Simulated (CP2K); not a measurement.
Runs of CP2K 2026.2 on PtS2. It takes space group P-3m1 (No. 164, trigonal). The conventional cell has a = 3.543 Å, b = 3.543 Å, c = 5.039 Å, α = 90.00°, β = 90.00°, γ = 120.00°. Around Pt (site symmetry -3m) lie 6 S at 2.34 Å. Around S (site symmetry 3m) lie 3 Pt at 2.34 Å. 

```tsv
task	level	potentials or basis	smearing	EPS_DEFAULT	NGRIDS	CUTOFF of the grids	points a segment of the path (NPOINTS)	bands added on the path	gap on the mesh (eV)	pressure (GPa)	largest force (eV/Å)
single point	PBEsol	POTENTIAL_UZH Pt GTH-PBE-q18, S GTH-PBE-q6; TZVP-MOLOPT-PBE-GTH basis	fermi-dirac 0.05 eV	1.0E-10	5	450 Ry	-	-	0.96	7.9	1.19
band structure	r2SCAN	POTENTIAL_UZH Pt GTH-SCAN-q18, S GTH-SCAN-q6; TZVP-MOLOPT-SCAN-GTH basis	fermi-dirac 0.05 eV	1.0E-10	5	675 Ry	8	2	1.20	11.1	(a)
band structure	PBEsol	POTENTIAL_UZH Pt GTH-PBE-q18, S GTH-PBE-q6; TZVP-MOLOPT-PBE-GTH basis	fermi-dirac 0.05 eV	1.0E-9	4	450 Ry	6	6	0.96	7.9	1.19
band structure	PBEsol	POTENTIAL_UZH Pt GTH-PBE-q18, S GTH-PBE-q6; TZVP-MOLOPT-PBE-GTH basis	fermi-dirac 0.1 eV	1.0E-9	4	450 Ry	10	2	0.96	7.9	1.19
```

Alike in all rows: no spin polarisation; cell as given; k mesh 9 × 9 × 5.

Fill in the values left out.

(a) 1.49.

Caveats: spin-orbit coupling is left out, which moves the levels of the heavy elements; the basis of atomic orbitals isn't converged, which shifts pressures, moduli and gaps; the potentials were made for another functional, which shifts forces and pressure (some runs); an odd mesh through Γ misses points on the zone boundary, where band edges often lie (some runs); forces of over 1 eV/Å show positions far from the minimum, so gaps and moduli don't describe the material at rest (some runs).

A k mesh can miss the band edges, and the runs leave out spin-orbit coupling on Pt.

Not every run made on this cell is shown here.
